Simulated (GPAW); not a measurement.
ZnS:

```
Zn S
1.0
     0.00000    2.70200    2.70200
     2.70200    0.00000    2.70200
     2.70200    2.70200    0.00000
Zn S
1 1
Cartesian
  4.0530 4.0530 4.0530
  0.0000 0.0000 0.0000
```

```yaml
Program: GPAW 26.7.0
Task: relaxation of cell and atoms
Functional: PBEsol
Potentials_or_basis: PAW data sets generated in the run's folder for this functional
Cutoff: 600 eV
Basis: pw
k_mesh: 9 × 9 × 9
Occupations: fermi-dirac, width 0.05 eV
Spin: no spin polarisation
```

At the start: pressure -2.0 GPa; volume 19.73 Å³/atom.

Problem. How do energy, volume and symmetry change on relaxing?

Solution. Over 3 steps the energy falls by 3.1 meV/atom and the volume is 19.19 Å³/atom (-2.7 %); space group F-43m (No. 216, to 0.05 Å).

The path:
```csv
step,energy change (eV),largest force (eV/Å),pressure (GPa),volume (Å³)
1,0.0000,0.0000,-1.99,39.45
2,-0.0022,0.0000,-1.62,39.25
3,-0.0062,0.0000,0.06,38.39
```

Final structure:
```cif
data_structure
_symmetry_space_group_name_H-M 'P 1'
_symmetry_Int_Tables_number 1
_cell_length_a 3.7865
_cell_length_b 3.7865
_cell_length_c 3.7865
_cell_angle_alpha 60.000
_cell_angle_beta 60.000
_cell_angle_gamma 60.000
_cell_volume 38.39
loop_
_atom_site_label
_atom_site_type_symbol
_atom_site_fract_x
_atom_site_fract_y
_atom_site_fract_z
_atom_site_occupancy
Zn1 Zn 0.75000 0.75000 0.75000 1
S1 S 0.00000 0.00000 0.00000 1
```

Caveat: later steps reuse the first step's grids.
